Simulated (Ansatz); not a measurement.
# CaSe: how the settings move a single-point run

Question: which choices in the input matter for CaSe?

The COD entry's cell or inner coordinates are ideal or old and differ from later refinements, so a difference from it is no clean test against experiment.

Computed with Ansatz 0.2.0 (reference: DFT, PBE, all-electron LAPW, scalar-relativistic, unless a step's input says otherwise).

## Step 1: The structure to begin with

The structure is cubic, space group Fm-3m (No. 225). The conventional cell has a = 5.912 Å, b = 5.912 Å, c = 5.912 Å, α = 90.00°, β = 90.00°, γ = 90.00°. Ca (site symmetry m-3m) is surrounded by 6 Se at 2.96 Å. Around Se (site symmetry m-3m) lie 6 Ca at 2.96 Å.

Structure file:

```
CELL_PARAMETERS angstrom
0.00000 2.95600 2.95600
2.95600 0.00000 2.95600
2.95600 2.95600 0.00000
ATOMIC_POSITIONS crystal
Ca 0.00000 0.00000 0.00000
Se 0.50000 0.50000 0.50000
```

## Step 2: Baseline

input.yaml reads:

```yaml
crystal:
  lattice:
    - [0.0, 2.956, 2.956]
    - [2.956, 0.0, 2.956]
    - [2.956, 2.956, 0.0]
  atoms:
    - { symbol: Ca, position: [0.0, 0.0, 0.0] }
    - { symbol: Se, position: [0.5, 0.5, 0.5] }
kpoints:
  mp_grid: { grid: [10, 10, 10] }
scf:
  occupations: { method: fermi_dirac, width: 0.02 }
hamiltonian:
  xc: pbe
  pseudopotentials: { kind: all_electron, lapw: { basis_error: 0.00025 } }
output:
  forces: true
  stress: true
  eigenvalues: true
```

Run with:

```sh
> ansatz run input.yaml --threads 1 --pin off --max-ram 2048MiB --backend cpu --events-out ev --progress --plain --runs-dir out
```

## Step 3: Changed: dr2_threshold 1.0e-06

input.yaml, as its differences from that of step 2:

```diff
@@ -12,2 +12,3 @@
   occupations: { method: fermi_dirac, width: 0.02 }
+  convergence: { dr2_threshold: 1.0e-06 }
 hamiltonian:
```

Q: Predict the outcome of this session. Wanted: for each run, ending; energy change; pressure; gap; force.

As calculated:

```tsv
run	ending	energy change	pressure (GPa)	gap (eV)	force (eV/Å)	cycles	time
reference	converged	0	1.2	2.03	0.00	7	11 s
1: dr2_threshold 1.0e-06	converged	0.0 meV/atom	1.2	2.03	0.00	6	9.7 s
```

Residual by cycle in the longest SCF loop of each run; runs are numbered as in the table. The quantity is the density residual dr2, in eV.

```tsv
cycle	reference	run 1
1	0.493	0.493
2	0.0218	0.0218
3	0.0118	0.0118
4	2.6e-4	2.6e-4
5	2.6e-6	2.6e-6
6	1.5e-7	1.5e-7
7	2.0e-9	-
```

Same state: the changed convergence setting leaves the energy within 0.5 meV/atom. Cost: 6 SCF cycles against 7.

The gaps are Kohn-Sham values of a semilocal functional, not quasiparticle or optical gaps. Such gaps usually fall short of the measured ones.
